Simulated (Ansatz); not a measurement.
Runs of Ansatz 0.2.0 on Cd. It takes space group Im-3m (No. 229, cubic). The conventional cell has a = 3.569 Å, b = 3.569 Å, c = 3.569 Å, α = 90.00°, β = 90.00°, γ = 90.00°. Cd (site symmetry m-3m) is surrounded by 8 Cd at 3.09 Å. This isn't the form of Cd at room conditions, which is hcp.

```tsv
task	level	spin	cell	k mesh	cutoff (eV)	points for each segment of the path	gap on the mesh (eV)	pressure (GPa)	relaxed volume (Å³/atom)
band structure	PBE	SOC, no magnetisation	as given	7 × 7 × 7	420	14	none	0.6	-
relaxation of cell and atoms	PBE	SOC, no magnetisation	relaxed	7 × 7 × 7	420	-	none	0.0	(a)
relaxation of cell and atoms	r2SCAN	off	relaxed	10 × 10 × 10	500	-	none	0.0	(b)
band structure	PBE	off	as given	7 × 7 × 7	420	14	none	0.8	-
relaxation of cell and atoms	PBE	off	relaxed	7 × 7 × 7	420	-	none	0.0	23.51
```

Alike in all rows: potentials or basis Ansatz PAW; smearing fermi-dirac 0.05 eV.

Question: Estimate the missing entries.

Answer: (a) 23.27; (b) 21.98.

Caveats: the plane-wave basis is chosen anew once the cell has moved, so the energies of steps on either side of that aren't comparable (some runs); the PAW data sets come from PBE, with cores solved anew for the run's functional, which leaves a small shift of forces and pressure (some runs).

A k mesh can miss the band edges, and rows without SOC leave out spin-orbit coupling on Cd.

A gap of «none» marks a metal or a gap under the smearing width.
